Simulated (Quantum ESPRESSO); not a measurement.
# Pt (Im-3m) in Quantum ESPRESSO: equation of state, part 2 of 2

Quantum ESPRESSO 7.5.

### 8 Single point, PBEsol, 16.86 Å³/atom

The input, pw.in:

```
&CONTROL
  calculation = 'scf'
  prefix = 'pwscf'
  outdir = './tmp'
  pseudo_dir = './pseudo'
  tprnfor = .true.
  tstress = .true.
  disk_io = 'nowf'
/
&SYSTEM
  ibrav = 0
  nat = 1
  ntyp = 1
  ecutwfc = 45
  ecutrho = 360
  nbnd = 14
  occupations = 'smearing'
  smearing = 'fd'
  degauss = 0.00367493
/
&ELECTRONS
  conv_thr = 2d-10
  electron_maxstep = 120
  mixing_beta = 0.5
/
ATOMIC_SPECIES
Pt   195.0840 pt_pbesol_v1.4.uspp.F.UPF
CELL_PARAMETERS angstrom
  -1.6152910255    1.6152910255    1.6152910255
   1.6152910255   -1.6152910255    1.6152910255
   1.6152910255    1.6152910255   -1.6152910255
ATOMIC_POSITIONS crystal
Pt     0.0000000000    0.0000000000    0.0000000000
K_POINTS automatic
12 12 12 0 0 0
```

Potentials or basis: GBRV 1.5 PBEsol.

Run with:

```
$ OMP_NUM_THREADS=1 mpirun -n 2 pw.x -nk 2 -in pw.in > pw.out
```

pw.out:

```text
This program is part of the open-source Quantum ESPRESSO suite
     for quantum simulation of materials; please cite
         "P. Giannozzi et al., J. Phys.:Condens. Matter 21 395502 (2009);
         "P. Giannozzi et al., J. Phys.:Condens. Matter 29 465901 (2017);
         "P. Giannozzi et al., J. Chem. Phys. 152 154105 (2020);
     in publications or presentations arising from this work. More details at

     Message from routine setup:
     using ibrav=0 with symmetry is DISCOURAGED, use correct ibrav instead

     K-points division:     npool     =       2
     Subspace diagonalization in iterative solution of the eigenvalue problem:
     a serial algorithm will be used

     G-vector sticks info
     --------------------
     sticks:   dense  smooth     PW     G-vecs:    dense   smooth      PW
     Sum         749     375    155                13067     4585    1205

     Using Slab Decomposition

     bravais-lattice index     =            0
     lattice parameter (alat)  =       5.2870  a.u.
     unit-cell volume          =     113.7651 (a.u.)^3
     number of atoms/cell      =            1
     number of atomic types    =            1
     number of electrons       =        16.00
     number of Kohn-Sham states=           14
     kinetic-energy cutoff     =      45.0000  Ry
     charge density cutoff     =     360.0000  Ry
     scf convergence threshold =      2.0E-10
     mixing beta               =       0.5000
     number of iterations used =            8  plain     mixing
     Exchange-correlation= SLA  PW   PSX  PSC
                           (   1   4  10   8   0   0   0)

     celldm(1)=   5.287012  celldm(2)=   0.000000  celldm(3)=   0.000000
     celldm(4)=   0.000000  celldm(5)=   0.000000  celldm(6)=   0.000000

     crystal axes: (cart. coord. in units of alat)
               a(1) = (  -0.577350   0.577350   0.577350 )
               a(2) = (   0.577350  -0.577350   0.577350 )
               a(3) = (   0.577350   0.577350  -0.577350 )

     reciprocal axes: (cart. coord. in units 2 pi/alat)
               b(1) = ( -0.000000  0.866025  0.866025 )
               b(2) = (  0.866025 -0.000000  0.866025 )
               b(3) = (  0.866025  0.866025  0.000000 )

     PseudoPot. # 1 for Pt read from file:
     pt_pbesol_v1.4.uspp.F.UPF
     Pseudo is Ultrasoft + core correction, Zval = 16.0
     Generated by new atomic code, or converted to UPF format
     Using radial grid of  985 points,  6 beta functions with:
                l(1) =   0
                l(2) =   0
                l(3) =   1
                l(4) =   1
                l(5) =   2
                l(6) =   2
     Q(r) pseudized with  8 coefficients,  rinner =    1.300   1.300   1.300
                                                       1.300   1.300

     atomic species   valence    mass     pseudopotential
     Pt               16.00   195.08400     Pt( 1.00)

     48 Sym. Ops., with inversion, found

   Cartesian axes

     site n.     atom                  positions (alat units)
         1        Pt     tau(   1) = (   0.0000000   0.0000000   0.0000000  )

     number of k points=    72  Fermi-Dirac smearing, width (Ry)=  0.0037
                       cart. coord. in units 2pi/alat
        k(    1) = (   0.0000000   0.0000000   0.0000000), wk =   0.0011574
        k(    2) = (   0.0721688   0.0721688   0.0000000), wk =   0.0138889
        k(    3) = (   0.1443376   0.1443376   0.0000000), wk =   0.0138889
        k(    4) = (   0.2165064   0.2165064   0.0000000), wk =   0.0138889
        k(    5) = (   0.2886751   0.2886751   0.0000000), wk =   0.0138889
        k(    6) = (   0.3608439   0.3608439   0.0000000), wk =   0.0138889
[... 64 lines left out ...]
        k(   71) = (  -0.8660254  -0.0721688  -0.0721688), wk =   0.0138889
        k(   72) = (  -0.8660254  -0.8660254  -0.8660254), wk =   0.0011574

     Dense  grid:    13067 G-vectors     FFT dimensions: (  32,  32,  32)

     Smooth grid:     4585 G-vectors     FFT dimensions: (  24,  24,  24)

     Initial potential from superposition of free atoms

     starting charge      15.5000, renormalised to      16.0000

     negative rho (up, down):  1.831E-01 0.000E+00
     Starting wfcs are   12 randomized atomic wfcs +    2 random wfcs

     Self-consistent Calculation

     iteration #  1     ecut=    45.00 Ry     beta= 0.50
     Davidson diagonalization with overlap
     ethr =  1.00E-02,  avg # of iterations =  4.3

     negative rho (up, down):  1.698E-01 0.000E+00

     total energy              =    -210.32331805 Ry
     estimated scf accuracy    <       0.88566852 Ry

     iteration #  2     ecut=    45.00 Ry     beta= 0.50
     Davidson diagonalization with overlap
     ethr =  5.54E-03,  avg # of iterations =  2.0
[... 51 lines left out ...]
     iteration #  8     ecut=    45.00 Ry     beta= 0.50
     Davidson diagonalization with overlap
     ethr =  5.33E-12,  avg # of iterations =  2.8

     negative rho (up, down):  1.702E-01 0.000E+00

     End of self-consistent calculation

          k = 0.0000 0.0000 0.0000 (   603 PWs)   bands (ev):

   -32.9873 -32.9873 -32.9873  10.1161  15.8844  15.8844  15.8844  18.1694
    18.1694  36.0646  36.0646  36.0646  45.3255  45.3268

          k = 0.0722 0.0722 0.0000 (   583 PWs)   bands (ev):

   -33.0091 -32.9950 -32.9871  10.3821  15.7868  15.8846  16.0897  18.0492
    18.1766  36.1579  36.1809  36.4397  42.5422  42.7975
[... 343 lines left out ...]
   -33.2330 -33.2194 -33.2118  13.7008  13.7298  18.9315  19.0677  19.5332
    25.8198  26.2089  27.2097  32.2935  37.1572  37.2468

          k =-0.8660-0.8660-0.8660 (   586 PWs)   bands (ev):

   -33.2278 -33.2278 -33.2278  13.5693  13.5693  19.5032  19.5032  19.5032
    26.5041  26.5041  26.5041  30.8057  37.1467  37.1467

     the Fermi energy is    18.9861 ev

!    total energy              =    -210.53697483 Ry
     estimated scf accuracy    <          1.7E-12 Ry
     smearing contrib. (-TS)   =      -0.00052813 Ry
     internal energy E=F+TS    =    -210.53644670 Ry

     The total energy is F=E-TS. E is the sum of the following terms:
     one-electron contribution =     -28.46127378 Ry
     hartree contribution      =      27.09192777 Ry
     xc contribution           =     -56.56158245 Ry
     ewald contribution        =    -152.60551824 Ry

     convergence has been achieved in   8 iterations

     negative rho (up, down):  1.702E-01 0.000E+00

     Forces acting on atoms (cartesian axes, Ry/au):

     atom    1 type  1   force =     0.00000000    0.00000000    0.00000000

     Total force =     0.000000     Total SCF correction =     0.000000

     Computing stress (Cartesian axis) and pressure

     negative rho (up, down):  1.702E-01 0.000E+00
          total   stress  (Ry/bohr**3)                   (kbar)     P=     -227.61
  -0.00154728   0.00000000   0.00000000         -227.61        0.00        0.00
   0.00000000  -0.00154728   0.00000000            0.00     -227.61        0.00
   0.00000000   0.00000000  -0.00154728            0.00        0.00     -227.61

=------------------------------------------------------------------------------=
   JOB DONE.
=------------------------------------------------------------------------------=
```

Run time: 4.7 s. Hardware: 2 MPI ranks of Arm Neoverse V2, shared host; peak memory 0.14 GiB.

What came out:

```
Free energy            : -2864.5015 eV
Pressure               : -22.8 GPa
Band gap on the k mesh : none (metal or under the smearing width)
```

### 9 Equation of state, PBEsol

Potentials or basis: GBRV 1.5 PBEsol.

No new run: the results of the series are fitted here.

What came out:

```yaml
Equilibrium_volume: 15.16 Å³/atom
Bulk_modulus: 279 GPa
Pressure_derivative_of_the_bulk_modulus: 5.4
```

Energy against volume, from the lowest point:
| volume (Å³/atom) | energy (meV/atom) |
| --- | --- |
| 14.950 | 2.09 |
| 15.268 | 0.00 |
| 15.586 | 9.12 |
| 15.904 | 27.91 |
| 16.222 | 55.24 |
| 16.540 | 90.00 |
| 16.858 | 131.23 |

The run has no spin-orbit coupling, so splittings on Pt are missing.
